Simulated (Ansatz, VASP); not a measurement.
## One calculation of BN, two programs

File INCAR:

```
SYSTEM = BN
PREC = Accurate
ENCUT = 520
EDIFF = 1E-7
ISMEAR = -1
SIGMA = 0.05
LREAL = .False.
LASPH = .True.
NELM = 60
ALGO = Normal
ISIF = 2
LWAVE = .False.
LCHARG = .True.
GGA = PS
LELF = .True.
LVHAR = .True.
NBANDS = 11
```

Contents of KPOINTS:

```
Automatic mesh
0
Gamma
  13 13 13
  0 0 0
```

POSCAR

```
BN
1.0
    0.0000000000      1.8130010000      1.8130010000
    1.8130010000      0.0000000000      1.8130010000
    1.8130010000      1.8130010000      0.0000000000
N B
1 1
Direct
    0.2500000000      0.2500000000      0.2500000000
    0.0000000000      0.0000000000      0.0000000000
```

Contents of input.yaml:

```yaml
crystal:
  lattice:
    - [0.0, 1.813001, 1.813001]
    - [1.813001, 0.0, 1.813001]
    - [1.813001, 1.813001, 0.0]
  atoms:
    - { symbol: "N", position: [0.25, 0.25, 0.25] }
    - { symbol: B, position: [0.0, 0.0, 0.0] }
hamiltonian:
  xc: pbesol
  pseudopotentials: { kind: paw }
kpoints:
  mp_grid: { grid: [13, 13, 13] }
  band_path:
    path:
      - [[0.0, 0.0, 0.0], [0.5, 0.0, 0.5], [0.5, 0.25, 0.75], [0.375, 0.375, 0.75], [0.0, 0.0, 0.0], [0.5, 0.5, 0.5], [0.625, 0.25, 0.625], [0.5, 0.25, 0.75], [0.5, 0.5, 0.5], [0.375, 0.375, 0.75]]
      - [[0.625, 0.25, 0.625], [0.5, 0.0, 0.5]]
    npoints: 14
scf:
  occupations: { method: fermi_dirac, width: 0.05 }
  n_extra_bands: 6
output:
  forces: true
  stress: true
  eigenvalues: true
  fatbands: false
```

The cell is a database's computed one.

Alike in both runs: functional PBEsol; k mesh 13 × 13 × 13; occupations fermi-dirac, width 0.05 eV; no spin polarisation.

```csv
,VASP,Ansatz
version,VASP 6.6.1,Ansatz 0.2.0
potentials or method,"VASP PAW PBE potentials, release 64 (N, B)",Ansatz PAW
plane-wave cutoff (eV),520,420
valence electrons in the cell,8,8
task,single point,band structure
```

VASP gave:

* gap on the k mesh at the Fermi level (eV): 4.34
* least direct gap on the mesh (eV): 8.72
* pressure (GPa): -5.7

Q: Which values does Ansatz return?

A: gap on the k mesh at the Fermi level (eV): 4.35; least direct gap on the mesh (eV): 8.73; pressure (GPa): -6.3.

The functional is the same, so the differences come from potentials, cutoffs and numerics.

Caveats: the PAW data sets were made with another functional, which shifts forces and pressure a little (VASP); an odd mesh through Γ misses points on the zone boundary, where band edges often lie (VASP); the k mesh misses the band edges, so the gap on the mesh is wider than the one along the path (Ansatz); the pressure holds a Pulay correction of +1.1 GPa for the finite cutoff (Ansatz); the PAW data sets come from PBE, with cores solved anew for the run's functional, which leaves a small shift of forces and pressure (Ansatz). As with any semilocal functional, this PBEsol gap is likely too small.
